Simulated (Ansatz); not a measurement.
Strain response of TiSi

Computed with DFT PBEsol, scalar-relativistic, plane waves, PAW in Ansatz 0.2.0. Run with 420 eV cutoff, 14×12×14 k-mesh, Gaussian smearing of 0.10 eV, no spin polarisation.

Reference structure (relaxed):

```
CELL_PARAMETERS angstrom
3.60079 0.00000 0.00000
0.00000 4.14290 0.00000
0.00000 0.00000 3.78928
ATOMIC_POSITIONS crystal
Ti 0.00000 0.50000 0.00000
Ti 0.50000 0.00000 0.00000
Si 0.00000 0.00000 0.50000
Si 0.50000 0.50000 0.50000
```

Deformation: biaxial strain in the a-b plane, with the length and tilt of c and the atoms relaxed, all within the symmetry that the strain leaves. Energies are extrapolated to zero smearing. On this cell's mesh the reference holds a stress of up to 0.41 GPa.

| strain (%) | ΔE (meV/atom) | a (Å) | b (Å) | c (Å) |
| --- | --- | --- | --- | --- |
| -3.0 | 17.8 | 3.493 | 4.019 | 3.890 |
| -1.5 | 4.4 | 3.547 | 4.081 | 3.838 |
| +0.0 | 0.0 | 3.601 | 4.143 | 3.789 |
| +1.5 | 4.0 | 3.655 | 4.205 | 3.743 |
| +3.0 | 15.2 | 3.709 | 4.267 | 3.695 |

Question: What stiffness (1/V) d²E/dε² at zero strain does a cubic fit over all points give?

Answer: A cubic fit gives (1/V) d²E/dε² = 414 GPa at zero strain (twice the biaxial modulus).

Question: How does the free axis c answer a small strain?

Answer: Between the innermost points its strain is -0.83 times the applied one.

Cost: 5 runs of about 4.1 core-minutes in all, on Intel Xeon 6975P-C (Granite Rapids) (shared hosts).